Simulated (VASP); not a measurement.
Wanted: an ASE script for a VASP 6.6.1 run.

- Task: single point
- Functional: PBEsol
- Potentials or basis: VASP PAW PBE potentials, release 54 (Zr_sv, C)
- Cutoff: 520 eV
- k mesh: 10 × 10 × 10
- Occupations: gaussian, width 0.1 eV
- Spin: no spin polarisation
- Further INCAR settings: ALGO = Fast; EDIFF = 1.00e-06

Crystal: ZrC.

```
Zr C
1.0
     0.00000    2.36500    2.36500
     2.36500    0.00000    2.36500
     2.36500    2.36500    0.00000
Zr C
1 1
Direct
  0.50000 0.50000 0.50000
  0.00000 0.00000 0.00000
```

These files were run (other wordings do the same):

run.py

```python
from ase import Atoms
from ase.calculators.vasp import Vasp
from ase.dft.bandgap import bandgap

atoms = Atoms(
    ['Zr', 'C'],
    cell=[[0.0, 2.365, 2.365], [2.365, 0.0, 2.365], [2.365, 2.365, 0.0]],
    scaled_positions=[[0.5, 0.5, 0.5], [0.0, 0.0, 0.0]],
    pbc=True,
)
calc = Vasp(
    directory='calc',
    xc='pbesol',
    pp='PBE',
    setups='recommended',
    pp_version='54',
    prec='Accurate',
    encut=520,
    ediff=1e-06,
    ismear=0,
    sigma=0.1,
    lreal=False,
    lasph=True,
    nelm=100,
    algo='Fast',
    isif=2,
    lwave=False,
    lcharg=False,
    kpts=[10, 10, 10],
    gamma=True,
)
atoms.calc = calc

print('energy (eV):', atoms.get_potential_energy())
print('free energy (eV):', atoms.get_potential_energy(force_consistent=True))
print('forces (eV/A):')
print(atoms.get_forces())
print('stress (eV/A^3, Voigt):', atoms.get_stress())
print('Fermi level (eV):', calc.get_fermi_level())
gap, top, bottom = bandgap(calc)
print('band gap (eV):', gap, 'from (spin, k, band)', top, 'to', bottom)
```

Potentials or basis: VASP PAW PBE potentials, release 54 (Zr_sv, C).

The run is started by

```bash
$ python run.py
```

Results of the run:

```yaml
Pressure: -8.2 GPa
Band_gap_on_the_k_mesh: none (metal or under the smearing width)
```

Caveat: the PAW data sets were made with another functional, which shifts forces and pressure a little.

Wall time 23 s on 1 thread of Intel(R) Xeon(R) 6975P-C (Granite Rapids), on a shared host, peak memory 0.16 GiB.
